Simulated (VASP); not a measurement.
ZrSe2:

```
CELL_PARAMETERS angstrom
3.79800 0.00000 0.00000
-1.89900 3.28916 0.00000
0.00000 0.00000 6.19200
ATOMIC_POSITIONS crystal
Zr 0.00000 0.00000 0.00000
Se 0.33333 0.66667 0.25000
Se 0.66667 0.33333 0.75000
```

| Item | Value |
| --- | --- |
| Program | VASP 6.6.1 |
| Task | relaxation of cell and atoms |
| Functional | rev-vdW-DF2 |
| Potentials or basis | VASP PAW PBE potentials, release 64 (Zr_sv, Se) |
| Cutoff | 600 eV |
| k mesh | 9 × 9 × 5 |
| Occupations | gaussian, width 0.03 eV |
| Spin | no spin polarisation |

At the start: pressure 0.6 GPa; volume 25.78 Å³/atom.

Problem. Where does the relaxation end?

Solution. Over 18 steps the energy falls by 5.8 meV/atom and the volume is 25.18 Å³/atom (-2.4 %); space group P-3m1 (No. 164, to 0.05 Å).

Step by step:
| step | energy change (eV) | largest force (eV/Å) | pressure (GPa) | volume (Å³) |
| --- | --- | --- | --- | --- |
| 1 | 0.0000 | 0.3553 | 0.63 | 77.35 |
| 2 | -0.0072 | 0.0180 | -1.21 | 78.48 |
| 3 | -0.0082 | 0.0757 | -0.76 | 78.19 |
| 4 | -0.0133 | 0.0578 | -0.26 | 77.29 |
| 5 | -0.0136 | 0.0517 | -0.09 | 77.02 |
| 6 | -0.0144 | 0.0635 | 0.00 | 76.79 |
| 7 | -0.0159 | 0.0970 | 0.29 | 76.08 |
| 8 | -0.0141 | 0.1614 | 0.94 | 74.67 |
| 9 | -0.0161 | 0.1163 | 0.46 | 75.72 |
| 10 | -0.0164 | 0.1030 | 0.39 | 75.71 |
| 11 | -0.0171 | 0.0624 | 0.17 | 75.68 |
| 12 | -0.0170 | 0.0172 | -0.24 | 75.60 |
| 13 | -0.0173 | 0.0278 | -0.02 | 75.64 |
| 14 | -0.0173 | 0.0251 | -0.03 | 75.64 |
| 15 | -0.0173 | 0.0214 | -0.03 | 75.63 |
| 16 | -0.0175 | 0.0119 | -0.03 | 75.59 |
| 17 | -0.0175 | 0.0081 | -0.04 | 75.51 |
| 18 | -0.0175 | 0.0033 | -0.02 | 75.53 |

Final structure:
```
CELL_PARAMETERS angstrom
3.76695 0.00000 0.00000
-1.88347 3.26227 0.00000
0.00000 0.00000 6.14632
ATOMIC_POSITIONS crystal
Zr 0.00000 0.00000 0.00000
Se 0.33333 0.66667 0.25945
Se 0.66667 0.33333 0.74055
```

Caveat: the PAW data sets were made with another functional, which shifts forces and pressure a little.
